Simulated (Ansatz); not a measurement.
**SiO2 in Ansatz: the effect of functional**

The system is SiO2.

```
Si O
1.0
    -4.47204    4.47204    2.61177
     4.47204   -4.47204    2.61177
     4.47204    4.47204   -2.61177
Si O
4 8
Direct
  0.82311 0.82311 0.64622
  0.17689 0.82311 0.00000
  0.82311 0.17689 0.00000
  0.17689 0.17689 0.35378
  0.00000 0.79145 0.79145
  0.20855 0.00000 0.20855
  0.79145 0.00000 0.79145
  0.00000 0.20855 0.20855
  0.00000 0.00000 0.50000
  0.50000 0.00000 0.00000
  0.00000 0.50000 0.00000
  0.50000 0.50000 0.50000
```

The cell comes from a database or a generator and needn't be the stable form of this composition.

Alike in all runs:

```yaml
Program: Ansatz 0.2.0
Task: band structure
Potentials_or_basis: Ansatz PAW
k_mesh: 6 × 6 × 6
Occupations: fermi-dirac, width 0.05 eV
Spin: no spin polarisation
```

Q: One run gave: gap on the mesh 6.08 eV; pressure 0.1 GPa; largest force 0.03 eV/Å. Which functional did it use?
A. r2SCAN
B. PBEsol
C. LDA

A: A.

```tsv
functional	cutoff	gap on the mesh (eV)	pressure (GPa)	largest force (eV/Å)
LDA	420 eV (not typed: the program's choice for these potentials)	5.33	-1.3	0.05
PBEsol	420 eV (not typed: the program's choice for these potentials)	5.53	1.8	0.14
r2SCAN	500 eV (not typed: the program's choice for these potentials)	6.08	0.1	0.03
```

Caveats: the PAW data sets come from PBE, with cores solved anew for the run's functional, which leaves a small shift of forces and pressure.

